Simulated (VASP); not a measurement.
# Ta (Im-3m) in VASP: relaxation of cell and atoms with r2SCAN

Aim: the relaxation of cell and atoms of Ta with r2SCAN.

All numbers are computed with VASP 6.6.1; they aren't measurements. Logs are shortened: lines on timing, memory, paths and dates and some standing lists are left out, and cuts for length are marked.

## (1) Starting point

The structure is cubic, space group Im-3m (No. 229). The conventional cell has a = 3.303 Å, b = 3.303 Å, c = 3.303 Å, α = 90.00°, β = 90.00°, γ = 90.00°. Ta (site symmetry m-3m) has 8 Ta at 2.86 Å as nearest neighbours.

## (2) Relaxation of cell and atoms, r2SCAN

Contents of INCAR:

```
SYSTEM = Ta
  PREC = Accurate
  ENCUT = 600
  EDIFF = 1E-7
  ISMEAR = 0
  SIGMA = 0.1
  LREAL = .False.
  LASPH = .True.
  NELM = 100
  ALGO = Normal
  ISIF = 3
  LWAVE = .False.
  LCHARG = .False.
  METAGGA = R2SCAN
  LMIXTAU = .True.
  IBRION = 2
  NSW = 80
  EDIFFG = -0.004
```

Contents of KPOINTS:

```
Automatic mesh
0
Gamma
  18 18 18
  0 0 0
```

Contents of POSCAR:

```
Ta
1.0
   -1.6512800000      1.6512800000      1.6512800000
    1.6512800000     -1.6512800000      1.6512800000
    1.6512800000      1.6512800000     -1.6512800000
Ta
1
Direct
    0.0000000000      0.0000000000      0.0000000000
```

Potentials or basis: VASP PAW PBE potentials, release 64 (Ta_pv).

The run is started by

```bash
$ cat potpaw_PBE.64/Ta_pv/POTCAR > POTCAR
$ mpirun -np 1 vasp_std > vasp.out
```

OUTCAR:

```text
SYSTEM = Ta
   PREC = Accurate
   ENCUT = 600
   EDIFF = 1E-7
   ISMEAR = 0
   LREAL = .False.
   LASPH = .True.
   NELM = 100
   ISIF = 3
   METAGGA = R2SCAN
   IBRION = 2
   NSW = 80
   EDIFFG = -0.004

 ion  position               nearest neighbor table
   1  0.000  0.000  0.000-

  LATTYP: Found a body centered cubic cell.
 ALAT       =     3.3025600000

  Lattice vectors:

 A1 = (  -1.6512800000,   1.6512800000,   1.6512800000)
 A2 = (   1.6512800000,  -1.6512800000,   1.6512800000)
 A3 = (   1.6512800000,   1.6512800000,  -1.6512800000)

Analysis of symmetry for initial positions (statically):
=====================================================================
 Subroutine PRICEL returns:
 Original cell was already a primitive cell.

 Routine SETGRP: Setting up the symmetry group for a
 body centered cubic supercell.

 Subroutine GETGRP returns: Found 48 space group operations
 (whereof 48 operations were pure point group operations)
 out of a pool of 48 trial point group operations.

The static configuration has the point symmetry O_h .

Analysis of symmetry for dynamics (positions and initial velocities):
=====================================================================
 Subroutine PRICEL returns:
 Original cell was already a primitive cell.

 Routine SETGRP: Setting up the symmetry group for a
 body centered cubic supercell.

 Subroutine GETGRP returns: Found 48 space group operations
 (whereof 48 operations were pure point group operations)
 out of a pool of 48 trial point group operations.

The dynamic configuration has the point symmetry O_h .

 Subroutine INISYM returns: Found 48 space group operations
 (whereof 48 operations are pure point group operations),
 and found     1 'primitive' translations

----------------------------------------------------------------------------------------

                                     Primitive cell

  volume of cell :      18.0104

  direct lattice vectors                    reciprocal lattice vectors
    -1.651280000  1.651280000  1.651280000     0.000000000  0.302795407  0.302795407
     1.651280000 -1.651280000  1.651280000     0.302795407  0.000000000  0.302795407
[... 98 lines left out ...]
   ISMEAR =     0;   SIGMA  =   0.10  broadening in eV -4-tet -1-fermi 0-gaus
   EFERMI_NEDOS =   21; number of points for ismear=-14 and -15
   IALGO  =     38    algorithm
   IMIX   =      4    mixing-type and parameters
     AMIX     =   0.40;   BMIX     =  1.00
     AMIX_MAG =   1.60;   BMIX_MAG =  1.00
  volume/ion in A,a.u.               =      18.01       121.54
  Fermi-wavevector in a.u.,A,eV,Ry     =   1.388988  2.624806 26.249534  1.929286
  Thomas-Fermi vector in A             =   2.513061
   LORBIT       =      0    0 simple, 1 ext, 2 COOP (PROOUT), +10 PAW based schemes
   METAGGA = R2SCAN    functional components
   LHFCALC =     F    Hartree Fock is set to
   AEXX    =    0.0000 exact exchange contribution
   IVDW    =     0    specifies the selected vdW correction
   LEPSILON=     F    determine dielectric tensor
   LRPA    =     F    only Hartree local field effects (RPA)
 conjugate gradient relaxation of ions
 non-spin polarized calculation
 Gauss-broadening in eV      SIGMA  =   0.10
  energy-cutoff  :      600.00
  volume of cell :       18.01
 maximum number of plane-waves:       619
   NGX = 11   NGY = 11   NGZ = 11

--------------------------------------- Ionic step        1  -------------------------------------------

 number of electron      11.0000002 magnetization

 Free energy of the ion-electron system (eV)
  ---------------------------------------------------
  ext. energy  EPLUGINS =         0.00000000
  ---------------------------------------------------
  free energy    TOTEN  =       -48.58315682 eV

  energy without entropy =      -48.57765726  energy(sigma->0) =      -48.58040704

------------------------ aborting loop because EDIFF is reached ----------------------------------------

  FORCE on cell =-STRESS in cart. coord.  units (eV):
  Direction    XX          YY          ZZ          XY          YZ          ZX
  --------------------------------------------------------------------------------------
  -------------------------------------------------------------------------------------
  Total        0.1114276      0.1114276      0.1114276      0.0000000      0.0000000      0.0000000
  in kB        9.9124581      9.9124581      9.9124581      0.0000000      0.0000000      0.0000000
  external PRESSURE =       9.9124581 kB  Pullay stress =       0.0000000 kB
[... 57 lines left out ...]
--------------------------------------- Ionic step        3  -------------------------------------------

 number of electron      11.0000002 magnetization

 Free energy of the ion-electron system (eV)
  ---------------------------------------------------
  ext. energy  EPLUGINS =         0.00000000
  ---------------------------------------------------
  free energy    TOTEN  =       -48.58342041 eV

  energy without entropy =      -48.57785982  energy(sigma->0) =      -48.58064012

 E-fermi :   5.2866     XC(G=0): -13.7439

 val. band max:        5.2772835683   @ k =   0.3333   0.1111   0.0000
 cond. band min:       5.3217477900   @ k =   0.1111   0.1111   0.0000
 fundamental gap:      0.0444642217
 Fermi energy:         5.2866038854

 k-point     1 :       0.0000    0.0000    0.0000
  band No.  band energies     occupation
      1     -28.9548      2.00000
      2     -28.9548      2.00000
      3     -28.9548      2.00000
      4      -3.0247      2.00000
      5       6.1286      0.00000
      6       6.1286      0.00000
      7       6.1286      0.00000
      8       9.6010      0.00000
      9       9.6010      0.00000
[... 265 lines left out ...]
 k-point    24 :       0.3889    0.1111    0.0000
  band No.  band energies     occupation
      1     -30.0958      2.00000
      2     -29.3775      2.00000
      3     -29.0158      2.00000
      4       1.1502      2.00000
      5       3.8493      2.00000
      6       5.8369      0.00000
      7       9.3132      0.00000
      8      10.6525      0.00000
      9      13.4362      0.00000

 [... further k-points ...]

------------------------ aborting loop because EDIFF is reached ----------------------------------------

  FORCE on cell =-STRESS in cart. coord.  units (eV):
  Direction    XX          YY          ZZ          XY          YZ          ZX
  --------------------------------------------------------------------------------------
  -------------------------------------------------------------------------------------
  Total        0.0011080      0.0011080      0.0011080      0.0000000     -0.0000000      0.0000000
  in kB        0.0980943      0.0980943      0.0980943      0.0000000     -0.0000000      0.0000000
  external PRESSURE =       0.0980943 kB  Pullay stress =       0.0000000 kB
[... 16 lines left out ...]
  FREE ENERGIE OF THE ION-ELECTRON SYSTEM (eV)
  ---------------------------------------------------
  free  energy   TOTEN  =       -48.5834204108 eV

  energy  without entropy=      -48.5778598240  energy(sigma->0) =      -48.58064012

 reached required accuracy - stopping structural energy minimisation
```

It took 4.1 min on 1 thread of Intel Xeon Platinum 8259CL at 2.50GHz (Skylake/Cascade Lake), shared host; peak memory 0.19 GiB.

What came out:

* Free energy: -48.5834 eV
* Relaxed volume: 18.10 Å³/atom
* Relaxed cell: a = 2.865 Å, b = 2.865 Å, c = 2.865 Å, α = 109.47°, β = 109.47°, γ = 109.47°
* Space group after relaxing (to 0.05 Å): Im-3m (No. 229)
* Energy gained by relaxing: 0.3 meV/atom
* Ionic steps: 3
* Pressure after relaxing: 0.0 GPa
* Band gap on the k mesh: none (metal or under the smearing width)

Step by step:
```csv
step,energy change (eV),largest force (eV/Å),pressure (GPa),volume (Å³)
1,0.0000,0.0000,0.99,18.01
2,0.0012,0.0000,-2.24,18.30
3,-0.0003,0.0000,0.01,18.10
```

Final structure:
```xyz
1
Lattice="-1.6539 1.6539 1.6539 1.6539 -1.6539 1.6539 1.6539 1.6539 -1.6539" Properties=species:S:1:pos:R:3 pbc="T T T"
Ta    0.0000    0.0000    0.0000
```

Caveat: the PAW data sets were made with another functional, which shifts forces and pressure a little. Zero-point motion and thermal expansion aren't in these numbers.
